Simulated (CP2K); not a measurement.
**CoO in CP2K: convergence with cutoff ry**

CoO:

```
Co O
1.0
     3.01440    0.00000    0.00000
     1.50720    2.61054    0.00000
     1.50720    0.87018    2.46124
Co O
1 1
Cartesian
  0.0000 0.0000 0.0000
  3.0144 1.7404 1.2306
```

| Property | Result |
| --- | --- |
| Program | CP2K 2026.2 |
| Task | single point |
| Functional | LDA |
| Potentials or basis | GTH_POTENTIALS Co GTH-PADE-q17, O GTH-PADE-q6; DZVP-MOLOPT-SR-GTH basis |
| Density cutoff | 1633 eV |
| k mesh | 8 × 8 × 8 |
| Occupations | fermi-dirac, width 0.05 eV |
| Spin | collinear spin, ferromagnetic start |
| Starting moments | [2.0, 0.0] μB |

These are the settings of the first run; the series varies cutoff ry, with any setting tied to it.

Hardware: 1 thread of Arm Neoverse V1, on a shared host.

Problem. The values tried are 120 Ry, 180 Ry, 250 Ry, 330 Ry, 420 Ry, 510 Ry, 600 Ry, 750 Ry, 960 Ry, loosest first. From which on does the pressure stay within 0.1 GPa of the tightest run that finished?

Solution. From 250 Ry on.

| cutoff ry | energy less the tightest run, at zero smearing (meV/atom) | pressure (GPa) | absolute moment (μB) | SCF cycles | CPU time (s) | peak memory (GiB) |
| --- | --- | --- | --- | --- | --- | --- |
| 120 Ry | -342.60 | 12.50 | 2.94 | 40 | 170 | 0.24 |
| 180 Ry | -0.74 | -17.80 | 3.01 | 24 | 120 | 0.24 |
| 250 Ry | -1.56 | -18.18 | 3.01 | 24 | 120 | 0.26 |
| 330 Ry | -0.61 | -18.20 | 3.01 | 24 | 120 | 0.28 |
| 420 Ry | -0.32 | -18.21 | 3.01 | 24 | 130 | 0.29 |
| 510 Ry | 0.01 | -18.22 | 3.01 | 24 | 120 | 0.32 |
| 600 Ry | 0.01 | -18.22 | 3.01 | 24 | 130 | 0.32 |
| 750 Ry | -0.03 | -18.21 | 3.01 | 23 | 120 | 0.39 |
| 960 Ry | 0.00 | -18.22 | 3.01 | 23 | 130 | 0.45 |

Against the tightest run, the energy stays within 1 meV/atom from 330 Ry on; the absolute moment stays within 0.02 μB from 180 Ry on. The tightest run that finished is the yardstick and may itself not be fully converged.

Caveat, for the tightest run too: the basis of atomic orbitals isn't converged, which shifts pressures, moduli and gaps; the total moment is fixed, so each spin has its own Fermi level; a cell with one magnetic atom can't hold antiferromagnetic order, which such compounds often take.
